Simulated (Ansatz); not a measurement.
Runs of Ansatz 0.2.0 on V. The structure is cubic, space group Im-3m (No. 229). Conventional cell: a = 3.029 Å, b = 3.029 Å, c = 3.029 Å, α = 90.00°, β = 90.00°, γ = 90.00°. V (site symmetry m-3m) has 8 V at 2.62 Å as nearest neighbours. 

```tsv
task	level	cell	cutoff (eV)	smearing	basis error allowed	gap on the mesh (eV)	pressure (GPa)	moment (μB)
band structure	LDA	as given	257	fermi-dirac 0.05 eV	0.001 eV/atom	-	(b)	0.00
single point	PBE	as given	258	fermi-dirac 0.05 eV	0.001 eV/atom	none	-5.4	0.00
band structure	PBEsol	as given	257	fermi-dirac 0.05 eV	0.001 eV/atom	-	-12.1	0.00
single point	PBE	the cell as VASP's run set it	258	gaussian 0.02 eV	0.001 eV/atom	none	(a)	0.12
```

Alike in all rows: potentials or basis all-electron LAPW, scalar-relativistic; spin collinear, ferromagnetic start; k mesh 12 × 12 × 12.

Q: Fill in the values left out.

A: (a) -5.3; (b) -17.8.

A k mesh can miss the band edges.

A gap of «none» marks a metal or a gap under the smearing width.

Not every run made on this cell is shown here.
